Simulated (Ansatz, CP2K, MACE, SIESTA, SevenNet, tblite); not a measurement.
# tblite runs on NaBF4(111) slab with Pt (102 atoms)

Aim: run NaBF4(111) slab with Pt (102 atoms) in tblite and see how near its forces come to a plane-wave reference, and at what cost.

Main program and level: tblite 0.8.0; the method is named at each step.

**1. Set-up**

The cell holds 102 atoms: 16 Na, 16 B, 64 F and 6 Pt. Its edges and angles: a = 9.238 Å, b = 18.542 Å, c = 25.152 Å, α = 90.0°, β = 90.0°, γ = 62.8°. It derives from NaBF4 (Cmcm (measured, COD)). Cmcm (COD entry) NaBF4 (cell 6.837, 6.262, 6.792, 90, 90, 90), (111) slab of 2 repeat layers, 1 x 2 surface cells, 16 Å of vacuum; atoms within 2.29 Å of the bottom held; 6 Pt on top sites; displaced by a Gaussian of 0.03 Å. Then every atom was moved at random, 0.05 Å r.m.s. a Cartesian component. Regions: slab, 96 atoms (16 Na, 16 B and 64 F); Pt adsorbates, 6 atoms (6 Pt). Vacuum lies along c.

The yardstick, on the same geometry:

| Item | Value |
| --- | --- |
| method | Kohn-Sham DFT, PBE, PAW, plane waves (Ansatz 0.2.0); cutoff 420 eV, Γ point, fermi-dirac smearing of 0.05 eV; PAW set soft_2 |
| r.m.s. force component | 1.851 eV/Å |
| longest force | 10.76 eV/Å |
| SCF cycles | 28 |
| time | 2.2 min on 4 threads of Arm Neoverse V1, shared host |
| CPU time | 8.4 min |

**2. GFN1-xTB**

Method: GFN1-xTB tight binding, diagonalisation.

run.py reads:

```python
import numpy as np
from ase.io import read
from tblite.ase import TBLite

atoms = read("structure.xyz")
atoms.calc = TBLite(method="GFN1-xTB", electronic_temperature=580, accuracy=1.0, max_iterations=250, mixer_damping=0.1, verbosity=1)
energy = atoms.get_potential_energy()
forces = atoms.get_forces()
print(f"energy {energy:.6f} eV")
print("forces (eV/A)")
for i, (a, f) in enumerate(zip(atoms, forces)):
    print(f"{i:4d} {a.symbol:2s} {f[0]:10.5f} {f[1]:10.5f} {f[2]:10.5f}")
print("charges (e)")
print(np.array2string(atoms.get_charges(), precision=4, suppress_small=True, max_line_width=110, threshold=100000))
```

structure.xyz reads:

```xyz
102
Lattice="9.23781 0.00000 0.00000 8.48932 16.48467 0.00000 0.00000 0.00000 25.15200" Properties=species:S:1:pos:R:3 pbc="T T T"
Na 8.54736 3.78059 9.33240
Na 4.74239 4.24859 10.06633
Na 10.66803 7.89138 9.33542
Na 2.56092 0.11572 10.04194
B 10.69224 5.17520 11.27715
B 2.59065 2.99477 8.12711
B 8.51228 1.04364 11.33827
B 4.71572 7.08627 8.15025
F 2.65044 5.05338 11.07166
F 7.00837 4.79506 10.76631
F 6.14870 3.28539 8.56853
F 10.44108 3.09154 8.26168
F 0.69210 0.94193 11.13806
F 4.95359 0.62460 10.87472
F 8.30733 7.38019 8.61884
F 12.54213 7.24386 8.31123
F 12.24419 7.87291 11.47384
F 0.98232 0.08193 7.96388
F 7.99986 1.54412 10.14934
F 5.24602 6.54392 9.28385
F 10.04938 3.89549 11.37927
F 3.13675 4.20837 8.06071
F 10.17214 5.70436 10.15537
F 3.13174 2.41847 9.25317
Na 3.48722 6.43430 13.16028
Na 9.00170 6.91103 13.86756
Na 1.44472 2.23136 13.16984
Na 6.84131 2.71667 13.83385
B 5.63064 7.60273 15.16012
B 6.83565 5.57775 11.90947
B 3.61800 3.52343 15.11308
B 4.72531 1.50390 12.02316
F 7.04674 7.60191 14.87062
F 11.31693 7.30683 14.52503
F 10.40854 5.80194 12.38007
F 5.38714 5.67584 12.05611
F 4.97368 3.48816 14.92922
F 9.20919 3.25688 14.74712
F 8.34645 1.72545 12.34913
F 3.37334 1.41867 12.07447
F 3.00164 2.17894 15.28588
F 5.26705 2.70744 11.86495
F 3.04363 4.14540 13.97470
F 5.22339 0.79225 13.05137
F 5.03291 6.35253 15.31430
F 7.37577 6.87609 11.87350
F 0.86532 0.07088 13.98929
F 7.23797 4.98942 13.04584
Na 12.76742 12.07832 9.33592
Na 9.03525 12.48730 10.06583
Na 14.90173 16.17377 9.35453
Na 6.82096 8.40998 10.06231
B 14.90379 13.35539 11.29903
B 6.82142 11.26843 8.16535
B 12.74946 9.15756 11.23037
B 8.93593 15.33404 8.13416
[... 42 atom lines left out ...]
Pt 9.34490 14.61547 17.08324
Pt 9.19375 3.23479 16.58850
Pt 5.16404 6.32500 17.12876
Pt 13.45889 11.30288 16.57215
```

Run with:

```sh
OMP_NUM_THREADS=1 python run.py > output.txt
```

Log:

```text
------------------------------------------------------------
  cycle        total energy    energy error   density error
------------------------------------------------------------
      1     -380.1442339767  -3.8059842E+02   7.7646672E-01
      2     -381.5755583998  -1.4313244E+00   6.8088342E-01
      3     -341.3276190005   4.0247939E+01   8.1555798E-01
      4     -315.4165915560   2.5911027E+01   9.4600371E-01
      5     -322.3202139092  -6.9036224E+00   9.2707430E-01
      6     -318.1319849351   4.1882290E+00   9.5498532E-01
      7     -327.2306158670  -9.0986309E+00   9.0229537E-01
      8     -327.2925475111  -6.1931644E-02   9.0141283E-01
      9     -334.8700395876  -7.5774921E+00   7.3176455E-01
     10     -356.0628184138  -2.1192779E+01   6.0684151E-01
[... 139 lines of further cycles ...]
    150     -385.4200786058  -1.7773813E-06   1.1746855E-04
    151     -385.4200784960   1.0975543E-07   1.2043738E-04
    152     -385.4200789847  -4.8872528E-07   6.9903152E-05
    153     -385.4200788220   1.6271264E-07   8.3120061E-05
    154     -385.4200787465   7.5539958E-08   8.6879164E-05
    155     -385.4200790312  -2.8469049E-07   5.2383172E-05
    156     -385.4200789631   6.8031852E-08   6.1500823E-05
    157     -385.4200790468  -8.3649809E-08   4.8395786E-05
    158     -385.4200791176  -7.0776650E-08   3.4353307E-05
    159     -385.4200791693  -5.1714608E-08   1.7117515E-05
------------------------------------------------------------
 total:                                   9.000 sec
energy -10487.814556 eV
forces (eV/A)
   0 Na   -0.39737    0.01431    0.23233
   1 Na    0.37115   -0.11320   -0.00735
   2 Na   -0.51433   -0.07781    0.18651
   3 Na    0.41309   -0.08824    0.08971
   4 B    -6.26756   -1.58492   -0.24621
   5 B    -1.23867    1.17588    3.77505
   6 B     1.51967   -4.01072   -4.99682
   7 B    -0.66018    3.02912    2.56690
   8 F     9.52925   -1.38017   -1.00642
   9 F     0.49006    0.40996    0.27823
  10 F    -0.06028    0.15673    0.05754
  11 F     1.22490   -0.65170   -0.98304
  12 F     0.54115   -0.36572   -0.37749
  13 F     0.79696    0.59068   -0.26645
  14 F    -0.05900    0.13870   -0.03691
  15 F     1.87947   -0.46112   -0.84899
  16 F     0.03690    0.67230   -0.44463
  17 F     0.03192   -0.81686   -0.90553
  18 F    -0.33227    0.29920   -0.47790
  19 F    -0.27004   -0.22660   -1.20925
  20 F    -0.25383   -1.10012    0.14487
  21 F     0.32474    0.30117   -1.37779
  22 F    -1.75723    1.60769   -2.27803
  23 F    -0.32549   -0.80166   -1.22865
[...]
94 F    -0.55238   -0.52726    2.05645
  95 F    -0.27222    0.55312   -1.40505
  96 Pt    0.59935   -0.22943   -1.13945
  97 Pt    0.49282   -0.30161   -1.20374
  98 Pt   -0.08671    0.91529    4.03073
  99 Pt   -0.25777   -0.18259    0.84280
 100 Pt    0.31774    0.91684    1.92003
 101 Pt   -0.30514   -0.27870   -0.14184
charges (e)
[ 0.607   0.5928  0.606   0.5973  0.7684  0.7282  0.7646  0.6993 -0.3087 -0.319  -0.5865 -0.2619 -0.3855
 -0.3692 -0.5657 -0.2768 -0.3306 -0.2487 -0.3429 -0.22   -0.401  -0.2445 -0.3504 -0.2307  0.5855  0.5443
  0.5712  0.5232  0.6347  0.7597  0.6702  0.7597 -0.2894 -0.5347 -0.3183 -0.386  -0.2406 -0.3334 -0.2719
 -0.3396 -0.2778 -0.3141 -0.2582 -0.2984 -0.1465 -0.3342 -0.2732 -0.3284  0.6099  0.5926  0.6078  0.5957
  0.7542  0.7462  0.7585  0.7397 -0.3542 -0.3317 -0.6    -0.2644 -0.3559 -0.3533 -0.5899 -0.2575 -0.3699
 -0.2945 -0.3045 -0.2175 -0.3516 -0.2333 -0.3307 -0.2232  0.5825  0.5519  0.5754  0.5264  0.6526  0.7527
  0.7189  0.7468 -0.2837 -0.5357 -0.3261 -0.345  -0.2295 -0.3403 -0.3681 -0.3312 -0.2208 -0.3266 -0.2602
 -0.2923 -0.1221 -0.3219 -0.2732 -0.3598 -0.0992 -0.0716  0.0361 -0.0109  0.0097 -0.0326]
```

Run time: 9.7 s. Hardware: 1 thread of Arm Neoverse V1, shared host; peak memory 0.21 GiB.

Banners, paths, timers and routine set-up lines are dropped from the logs unmarked, and long logs keep their key lines alone; longer cuts are marked.

Against the reference:

* r.m.s. force component: 1.408 eV/Å
* r.m.s. difference of force components: 606.4 meV/Å
* longest difference of force vectors: 4239 meV/Å
* force difference over r.m.s. force: 32.76 %
* slope of forces against the reference's: 0.7357
* correlation of force components: 0.9671

Length of the force difference by element (eV/Å):

| element | atoms | mean | most |
| --- | --- | --- | --- |
| B | 16 | 1.1 | 2.0 |
| F | 64 | 0.70 | 3.9 |
| Na | 16 | 0.42 | 0.70 |
| Pt | 6 | 2.0 | 4.2 |

The surroundings of F59, whose charge lies farthest from its element's mean, nearest first, numbered as they follow in the input and with coordinates relative to it.

| atom | x | y | z | distance (Å) | bonds | Mulliken charge (e) | Fx | Fy | Fz (eV/Å) |
| --- | --- | --- | --- | --- | --- | --- | --- | --- | --- |
| F59 | 0.00 | 0.00 | 0.00 | 0.00 | 2 | -0.60 | -0.10 | 0.18 | 0.01 |
| Na50 | -1.32 | 0.96 | 1.47 | 2.20 | 8 | 0.59 | 0.39 | -0.15 | -0.03 |
| Na49 | 2.41 | 0.55 | 0.74 | 2.58 | 6 | 0.61 | -0.41 | -0.05 | 0.16 |
| F58 | 0.96 | 1.41 | 2.11 | 2.71 | 3 | -0.33 | 0.02 | 1.58 | 2.06 |
| F67 | 1.91 | -1.68 | 1.60 | 3.00 | 3 | -0.30 | -0.55 | -0.06 | -1.22 |
| F72 | -3.00 | -0.90 | 0.68 | 3.21 | 3 | -0.22 | -0.49 | 0.27 | -1.92 |
| F70 | -3.06 | 0.96 | -0.62 | 3.27 | 2 | -0.23 | 0.51 | -0.37 | -0.76 |
| F90 | -0.81 | -0.54 | 3.15 | 3.29 | 3 | -0.33 | -1.58 | -1.67 | 0.55 |
| F68 | -0.87 | 3.23 | 0.64 | 3.40 | 3 | -0.22 | -0.36 | -0.45 | -1.30 |

Atoms are counted from 1 here, from 0 in the log.

Forces lie 33 % from the reference's, at 0.019 times its CPU time (on 1 against 4 cores); the SCF took 159 steps, which the time reflects.

**3. Summary of results**

- force difference from the reference: tblite GFN1-xTB, 33 %
- its CPU time: 9.7 s

In words: Tight binding differs by 33 % (tblite GFN1-xTB); it is another model, with fitted parameters of its own, and the xTB methods hold dispersion. tblite GFN1-xTB needed 159 SCF steps, so its time overstates the method's usual cost. One electronic-structure run takes under half the reference's CPU time: tblite GFN1-xTB, at 33 % in 9.7 s against 8.4 min. Periodic xTB results under one method name differ between programs and library versions. The published positions, changed by the recipe (random displacements or longer bonds to H), lie far from the minimum at this level of theory. The electronic-structure runs sample only Γ, in a cell whose shortest periodic width is 8 Å, which is coarse for a cell with partly filled levels. Spin–orbit coupling is left out, which matters for the levels of the heavy elements.

[Also dropped from logs without a mark: logging warnings of Python, and SIESTA's first energy breakdown and zero terms.]

[Logs are printed without paths, hosts, clocks, repeated set-up lines and the standing remarks that a program may print on its own settings, such as how far it seeks lower states.]

[Hosts, paths, dates, database ids (printed as entryN), source tags and the programs' standing remarks are cut or masked in the printed files.]
